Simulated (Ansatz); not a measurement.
Computed with DFT PBE, scalar-relativistic, plane waves, PAW in Ansatz. Settings: cutoff 420 eV, Γ-centred meshes spaced at most about 0.3 Å⁻¹, and about 0.25 Å⁻¹ or finer for metals (2π included), Gaussian smearing. No spin polarisation.

Each guess is relaxed in cell and atoms at zero pressure, on a coarse mesh first where it starts far from rest and then on a converged one. The steps can't lower the symmetry of the start, but it can rise. Energies are static (0 K, no zero-point motion).

Two unrelaxed guesses for In₃SbAs₂:

A.

```cif
data_structure
_symmetry_space_group_name_H-M 'P2'
_symmetry_Int_Tables_number 3
_cell_length_a 6.3800
_cell_length_b 3.0897
_cell_length_c 8.1647
_cell_angle_alpha 90.000
_cell_angle_beta 106.444
_cell_angle_gamma 90.000
_cell_volume 154.36
loop_
_atom_site_label
_atom_site_type_symbol
_atom_site_symmetry_multiplicity
_atom_site_Wyckoff_symbol
_atom_site_fract_x
_atom_site_fract_y
_atom_site_fract_z
_atom_site_occupancy
In1 In 2 e 0.66667 0.00000 0.66667 1
In2 In 1 a 0.00000 0.00000 0.00000 1
Sb1 Sb 1 b 0.00000 0.25000 0.50000 1
As1 As 2 e 0.66667 0.25000 0.16667 1
```

B.

```cif
data_structure
_symmetry_space_group_name_H-M 'Pmmn:1'
_symmetry_Int_Tables_number 59
_cell_length_a 5.5265
_cell_length_b 5.8927
_cell_length_c 9.4797
_cell_angle_alpha 90.000
_cell_angle_beta 90.000
_cell_angle_gamma 90.000
_cell_volume 308.72
loop_
_atom_site_label
_atom_site_type_symbol
_atom_site_symmetry_multiplicity
_atom_site_Wyckoff_symbol
_atom_site_fract_x
_atom_site_fract_y
_atom_site_fract_z
_atom_site_occupancy
In1 In 2 a 0.00000 0.00000 0.66667 1
In2 In 2 a 0.00000 0.00000 0.00000 1
In3 In 2 a 0.00000 0.00000 0.33333 1
Sb1 Sb 2 b 0.50000 0.00000 0.61167 1
As1 As 2 b 0.50000 0.00000 0.94500 1
As2 As 2 b 0.50000 0.00000 0.27833 1
```

**Question.** Which guess leads to the lower structure, and by how much?

**Answer.** B ends lower, by 87 meV/atom. A: P2 at 25.7 Å³/atom → P2/m at 25.6 Å³/atom; B: Pmmn at 25.7 Å³/atom → P4/nmm at 26.3 Å³/atom. Counting As or Sb atoms around In (for each partner element, those within 1.25 times its shortest distance or 1.15 times the sum of covalent radii, where it is the nearest in units of that sum or under 1.3; a plus sign parts groups by distance over the sum of covalent radii; the shortest distance is added where it exceeds 1.18 times the sum of covalent radii; a slash parts the counts of unlike sites), the end of A has In 2/4 from 3.2 Å and the end of B has In 4/4+2. The end of A holds Sb–Sb chains (shortest 3.01 Å); the end of B holds As–As pairs (shortest 2.55 Å). End of A. Conventional cell: a = 6.556 Å, b = 3.007 Å, c = 8.276 Å, β = 109.6°. Around In on a site of symmetry m lie 1 As at 2.85 Å, 5 In at 3.01–3.19 Å and 1 Sb at 3.14 Å; around Sb lie 2 As at 2.94 Å, 2 Sb at 3.01 Å and 2 In at 3.14 Å; As has 1 As at 2.79 Å, 1 In at 2.85 Å, 1 Sb at 2.94 Å, 2 As at 3.01 Å and 2 In at 3.23 Å; 1 more site not described. End of B. Conventional cell: a = 5.534 Å, c = 10.292 Å. Around In on a site of symmetry 2mm lie 2 As at 2.98 Å, 2 Sb at 3.04 Å, 1 In at 3.28 Å and 2 Sb at 3.71 Å; Sb has 4 In at 3.04 Å; As on its first site has 1 As at 2.55 Å and 4 In at 2.79 Å; 2 more sites not described.

Ends held by symmetry can be saddle points. Neither end is the lowest form computed: that has Sb and As ordered on zinc blende sites, space group P3m1 (No. 156) and lies 192 meV/atom below the better end. No dispersion correction is applied, so the spacing and binding between layers, chains or molecules are poorly described (P4/nmm), and this can change margins and order among such cells. Spin–orbit coupling, which can matter for Sb, is left out. Some candidate types were left out of the draw beforehand, so a known form may be missing.
